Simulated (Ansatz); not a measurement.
# CuO, single point

CuO is taken as an experimental structure (space group C2/c, primitive cell doubled), 8 atoms in the cell. Source: COD entry 1011148, which need not be the ambient phase.

Level of theory: Ansatz development build ahead of 0.2.0, DFT, r2SCAN, PAW, plane waves, scalar-relativistic.

The input:

```yaml
crystal:
  lattice:
    - [-1.4852, 1.705, -5.03824]
    - [-2.3265, -1.705, 0.0]
    - [-3.1678, 1.705, 5.03824]
  atoms:
    - { symbol: Cu, position: [0.0, 0.5, 0.0], spin: 1.0 }
    - { symbol: Cu, position: [0.5, 0.5, 0.5], spin: 1.0 }
    - { symbol: Cu, position: [0.0, 0.0, 0.5], spin: -1.0 }
    - { symbol: Cu, position: [0.5, 0.0, 0.0], spin: -1.0 }
    - { symbol: O, position: [0.583, 0.084, 0.333] }
    - { symbol: O, position: [0.083, 0.084, 0.833] }
    - { symbol: O, position: [0.917, 0.916, 0.167] }
    - { symbol: O, position: [0.417, 0.916, 0.667] }
  symmetry: { detect: false, time_reversal: true }
magnetization:
  spin_polarized: true
hamiltonian:
  xc: r2scan
  pseudopotentials: { kind: paw }
basis:
  ecutwfc: 500
kpoints:
  mp_grid: { grid: [4, 6, 3] }
scf:
  occupations: { method: gaussian, width: 0.1 }
  lower_state_search: "off"
output:
  forces: true
  stress: true
```

Program output, abridged:

```
Pseudopotentials: kind: paw
Pseudopotential: Cu, paw, valence charge 19, recommended cutoff 500 eV (meta_gga), Cu.paw.azcp
Pseudopotential: O, paw, valence charge 6, recommended cutoff 500 eV (meta_gga), O.paw.azcp
Functional definition: r2SCAN
Crystal: 8 atoms, lattice volume = 79.940 Å³
Basis set: ecut = 500 eV, 2035 PW (Γ), exchange–correlation on 180×96×192 points (64 copies of the dense FFT grid, shifted against one another)
Bands: 63, of which v1, the nominal top of the filled ones, is band 50 counted from 1 (49 counted from 0)
Symmetry: 1 space group operations
k-points: 38 of 72 (time reversal used)
Non-local potential: Cu, projectors of the file, l = 0: 3, l = 1: 2, l = 2: 3, l = 3: 1
Non-local potential: O, projectors of the file, l = 0: 2, l = 1: 2, l = 2: 1
PAW frozen core: Cu, regenerated for the run's functional (the file was generated under x = pbe(κ = 0.804, μ = 0.2195149727645171), c = pbe(β = 0.06672455060314922))
PAW frozen core: O, regenerated for the run's functional (the file was generated under x = pbe(κ = 0.804, μ = 0.2195149727645171), c = pbe(β = 0.06672455060314922))
Initial density: superposition of atomic densities (chi_scale 0.1, normalization cell, long waves kept (reshape's long-wave potential 0.00 eV rms))
Starting moments: Σ|m| = 4 μB on 4 of 8 sites
Initial wavefunctions: pseudopotential atomic-orbital guess
Functional: x = r2scan, c = r2scan; τ floored in thin density (d = 2e-4 eV/Å³)
iter 1 solved again at ethr=8.11e-4 eV; its pass at ethr=3.10e-3 eV (dr2=8.11e-1 eV) is discarded
SCF iter   1: F=-28793.961831 eV  HF=-28792.647568 eV  |F-HF|=1.31e0  |Δ(HF+E_count)|=         —  Δρ=7.37e-2 (↑7.37e-2 ↓7.34e-2)  dr2=8.15e-1  dr2_τ=7.23e-2  dr2_m=3.33e0  M=-0.024 μB ∫|m|=1.705 μB  β_m=0.30  ethr=8.11e-4  ⟨swp⟩=1.8  Hψ=21315  notcnv=0
preconditioner: auto → Kerker (q_TF=auto, 2.832 Å⁻¹)  [metal: Δε(μ)=0.008 eV  Ē_g=13.895 eV  σ=0.100 eV  W_gap=0.05  n_scr=34 (ndim 8)  ℏωp=34.2 eV  f_vac=0.000  D(μ)=3.76/eV (n_scr^D=36)]
spin=Collinear: Kerker preconditioning applied to the charge; magnetization (m = ρ↑ − ρ↓) channel mixes plain (no charge-response kernel on spin).
SCF iter   2: F=-28794.438262 eV  HF=-28793.510022 eV  |F-HF|=9.28e-1  |Δ(HF+E_count)|=   8.62e-1  Δρ=4.72e-2 (↑4.72e-2 ↓4.67e-2)  dr2=5.06e-1  dr2_τ=2.09e-2  dr2_m=1.22e0  M=-0.003 μB ∫|m|=2.008 μB  β_m=0.30  ethr=8.11e-4  ⟨swp⟩=2.0  Hψ=7459  notcnv=0  κ⁻¹=1.0e0(r=1)
SCF iter   3: F=-28794.536828 eV  HF=-28793.990260 eV  |F-HF|=5.47e-1  |Δ(HF+E_count)|=   4.80e-1  Δρ=3.25e-2 (↑3.24e-2 ↓3.25e-2)  dr2=3.94e-1  dr2_τ=1.14e-2  dr2_m=4.93e-1  M=0.010 μB ∫|m|=2.187 μB  β_m=0.30  ethr=5.06e-4  ⟨swp⟩=2.0  Hψ=6306  notcnv=0  defer=184  κ⁻¹=1.7e-2(r=2)
SCF iter   4: F=-28794.653184 eV  HF=-28794.498616 eV  |F-HF|=1.55e-1  |Δ(HF+E_count)|=   5.08e-1  Δρ=1.65e-2 (↑1.65e-2 ↓1.57e-2)  dr2=2.82e-2  dr2_τ=3.80e-3  dr2_m=1.76e-1  M=0.018 μB ∫|m|=2.374 μB  β_m=0.30  ethr=3.94e-4  ⟨swp⟩=2.1  Hψ=7710  notcnv=0  defer=184  κ⁻¹=2.2e-3(r=3)
SCF iter   5: F=-28794.694491 eV  HF=-28794.594499 eV  |F-HF|=1.00e-1  |Δ(HF+E_count)|=   9.59e-2  Δρ=1.06e-2 (↑1.05e-2 ↓1.06e-2)  dr2=3.47e-2  dr2_τ=1.54e-3  dr2_m=7.02e-2  M=0.012 μB ∫|m|=2.518 μB  β_m=1.00  ethr=2.82e-5  ⟨swp⟩=2.0  Hψ=7359  notcnv=0  defer=344  κ⁻¹=6.2e-4(r=4)
SCF iter   6: F=-28794.730802 eV  HF=-28794.646106 eV  |F-HF|=8.47e-2  |Δ(HF+E_count)|=   5.16e-2  Δρ=4.13e-3 (↑3.25e-3 ↓4.13e-3)  dr2=8.86e-3  dr2_τ=1.45e-4  dr2_m=7.55e-3  M=0.006 μB ∫|m|=2.692 μB  β_m=1.00  ethr=2.82e-5  ⟨swp⟩=2.0  Hψ=9290  notcnv=0  defer=443  κ⁻¹=6.1e-4(r=5)
SCF iter   7: F=-28794.739362 eV  HF=-28794.687636 eV  |F-HF|=5.17e-2  |Δ(HF+E_count)|=   4.15e-2  Δρ=3.04e-3 (↑2.78e-3 ↓3.04e-3)  dr2=1.31e-2  dr2_τ=8.14e-5  dr2_m=4.76e-4  M=0.004 μB ∫|m|=2.735 μB  β_m=1.00  ethr=8.86e-6  ⟨swp⟩=2.0  Hψ=8739  notcnv=0  defer=481  κ⁻¹=1.0e-4(r=6)
SCF iter   8: F=-28794.752452 eV  HF=-28794.717201 eV  |F-HF|=3.53e-2  |Δ(HF+E_count)|=   2.96e-2  Δρ=2.49e-3 (↑2.49e-3 ↓1.91e-3)  dr2=1.94e-3  dr2_τ=8.73e-5  dr2_m=2.94e-3  M=0.002 μB ∫|m|=2.804 μB  β_m=1.00  ethr=8.86e-6  ⟨swp⟩=2.1  Hψ=7480  notcnv=0  defer=486  κ⁻¹=5.5e-5(r=7)
[... 6 iterations left out ...]
SCF iter  15: F=-28794.766921 eV  HF=-28794.766900 eV  |F-HF|=2.09e-5  |Δ(HF+E_count)|=   6.42e-4  Δρ=1.16e-4 (↑1.16e-4 ↓1.04e-4)  dr2=1.40e-5  dr2_τ=2.26e-7  dr2_m=2.04e-6  M=0.000 μB ∫|m|=2.977 μB  β_m=0.30  ethr=1.44e-7  ⟨swp⟩=2.0  Hψ=8528  notcnv=0  defer=486  κ⁻¹=1.3e-3(r=5)
SCF iter  16: F=-28794.766924 eV  HF=-28794.766916 eV  |F-HF|=8.00e-6  |Δ(HF+E_count)|=   1.61e-5  Δρ=8.07e-5 (↑8.07e-5 ↓7.19e-5)  dr2=6.48e-6  dr2_τ=9.55e-8  dr2_m=6.18e-7  M=0.000 μB ∫|m|=2.977 μB  β_m=0.96  ethr=1.40e-8  ⟨swp⟩=2.0  Hψ=7628  notcnv=0  defer=486  κ⁻¹=1.1e-3(r=6)
SCF iter  17: F=-28794.766916 eV  HF=-28794.766882 eV  |F-HF|=3.43e-5  |Δ(HF+E_count)|=   3.42e-5  Δρ=7.35e-5 (↑7.35e-5 ↓7.03e-5)  dr2=5.31e-6  dr2_τ=4.22e-8  dr2_m=1.88e-6  M=0.000 μB ∫|m|=2.982 μB  β_m=0.88  ethr=6.48e-9  ⟨swp⟩=2.0  Hψ=8105  notcnv=0  defer=486  κ⁻¹=3.2e-5(r=7)
SCF iter  18: F=-28794.766924 eV  HF=-28794.766917 eV  |F-HF|=7.70e-6  |Δ(HF+E_count)|=   3.47e-5  Δρ=2.64e-5 (↑2.64e-5 ↓2.46e-5)  dr2=1.12e-6  dr2_τ=7.61e-9  dr2_m=1.24e-7  M=0.000 μB ∫|m|=2.979 μB  β_m=0.90  ethr=5.31e-9  ⟨swp⟩=2.0  Hψ=8029  notcnv=0  defer=486  κ⁻¹=1.7e-5(r=8)
SCF iter  19: F=-28794.766926 eV  HF=-28794.766926 eV  |F-HF|=2.48e-7  |Δ(HF+E_count)|=   9.42e-6  Δρ=9.79e-6 (↑9.04e-6 ↓9.79e-6)  dr2=1.21e-7  dr2_τ=7.33e-10  dr2_m=5.47e-9  M=0.000 μB ∫|m|=2.977 μB  β_m=1.20  ethr=1.12e-9  ⟨swp⟩=2.0  Hψ=8121  notcnv=0  defer=486  κ⁻¹=7.6e-6(r=8)
SCF iter  20: F=-28794.766926 eV  HF=-28794.766926 eV  |F-HF|=2.03e-7  |Δ(HF+E_count)|=   6.63e-8  Δρ=5.46e-6 (↑5.46e-6 ↓5.02e-6)  dr2=2.82e-8  dr2_τ=2.59e-10  dr2_m=8.66e-9  M=0.000 μB ∫|m|=2.978 μB  β_m=1.20  ethr=1.00e-10  ⟨swp⟩=4.0  Hψ=14938  notcnv=0  κ⁻¹=3.9e-6(r=8)
SCF iter  21: F=-28794.766926 eV  HF=-28794.766926 eV  |F-HF|=3.61e-8  |Δ(HF+E_count)|=   2.03e-7  Δρ=1.86e-6 (↑1.86e-6 ↓1.72e-6)  dr2=2.72e-9  dr2_τ=4.25e-11  dr2_m=8.93e-10  M=0.000 μB ∫|m|=2.978 μB  ethr=2.82e-11  ⟨swp⟩=3.5  Hψ=12892  notcnv=0
SCF 1 converged in 21 iterations: F = -28794.766926 eV  dr2 = 2.72e-9
  greatest PAW one-centre occupation: 1.000 electrons in one spin orbital (limit 2), on the Cu atom at site 2 (counted from 0), in its partial waves of l = 0
this state was not tested for a lower state beside it, because the mixer in use, unlike msr1, does not test its closes by its own steps (another_mixer; see scf.mixing.algorithm and scf.lower_state_search)
SCF converged after 21 iterations
Magnetization: 0.0001 μB (50.0000 up, 50.0000 down)
Absolute magnetization: 2.9504 μB (∫|ρ↑−ρ↓|, with the PAW one-centre terms)
Spin contamination: 1.5421 ħ² per cell (⟨S²⟩ above its minimum at these occupations)
Per-site moments (μB) at R_I (Å): [(0.5483, 0.8032), (0.5483, 0.8032), (-0.5483, 0.8032), (-0.5483, 0.8032), (-2.8788e-5, 0.8032), (-2.8769e-5, 0.8032), (-2.8767e-5, 0.8032), (-2.8787e-5, 0.8032)]
Free energy (F): -28794.766926 eV
Harris-Foulkes:  -28794.766926 eV  (|F-HF|=3.61e-8)
Internal energy: -28794.766873 eV  (E = F + TS)
E sigma→0 (E₀):  -28794.766900 eV
Entropy (-TS):   -0.000054 eV (-0.007 meV/atom)
Fermi energy:    12.387580 eV
--- Per-component energies (eV) ---
  E_band       = -1831.236723
  E_kinetic    = 1888.906315
  E_local      = -19231.504809  (includes V_loc(G=0)·N_el)
  E_nonlocal   = 1767.556287
  E_hartree    = 8339.664800
  E_xc         = -624.491722
  E_vxc        = -912.205733  (∫ρ·V_xc dr)
  E_paw        = -7339.150719  (= ΣΔE_a)
  E_vpaw       = -2083.878738  (= ΣTr[D̂ρ^β])
  E_aug_tail   = 0.004883  (compensation charges beyond the density's cutoff)
  E_vtau       = 60.550999  (kinetic-family band-sum trace: ∫τ·v_τ [+ j·A + Jᵃ·Aᵃ] dr)
  E_ewald      = -13594.419712
  E_core_change = -1.332196  (= ΣΔE_core)
  E_smearing   = -0.000054  (= −TS)
  E_closure    = -0.000000  (closes the sum)
  Σ components = -28794.766926   (vs F -28794.766926, Δ=0.00e0)
--- Forces (eV/Å), atoms counted from 1 ---
  atom   1  Cu     0.00000001    -0.00000001    -0.00000008
  atom   2  Cu     0.00000001    -0.00000001    -0.00000007
  atom   3  Cu    -0.00000001    -0.00000001     0.00000006
  atom   4  Cu    -0.00000000    -0.00000002     0.00000006
  atom   5  O     -0.00217926     0.18614015     0.00274518
  atom   6  O     -0.00217951     0.18614056     0.00274540
  atom   7  O      0.00217950    -0.18614055    -0.00274541
  atom   8  O      0.00217925    -0.18614014    -0.00274518
  max |Σ_I F_I| component: 4.59e-8 eV/Å
--- Stress (GPa, compression-positive) ---
        0.843345      -0.012584      -0.785051
       -0.012585       2.526432      -0.015368
       -0.785040      -0.015368       1.792628
  P = ⅓ Tr σ = 1.7208 GPa (17.208 kbar)
```

Among 14 converged runs of this cell from various starts and settings, this end is 8.7 meV/atom above the lowest found (antiferromagnetic, site moments Cu1 0.57, Cu2 -0.57, Cu3 -0.57, Cu4 0.57, O5 -0.15, O6 0.15, O7 0.15, O8 -0.15 μB, total 0.00 μB per cell, a gap of 0.57 eV on the k-mesh). Sign patterns typed on Cu1 Cu2 Cu3 Cu4: ++++, +-+-, ++--, +--+, 0+00; other orders that fit weren't typed.

A semilocal functional without U tends to delocalise d and f electrons, and can give a metal where the real compound is an insulator. Gaps of semilocal functionals run low against measured ones. The mesh is too coarse to rank close states of a metal with certainty: differences of some tens of meV/atom may change, at times in sign.

The run took 47 s on 2 threads of AMD EPYC 9R14, on a shared host, peak memory 0.82 GiB.
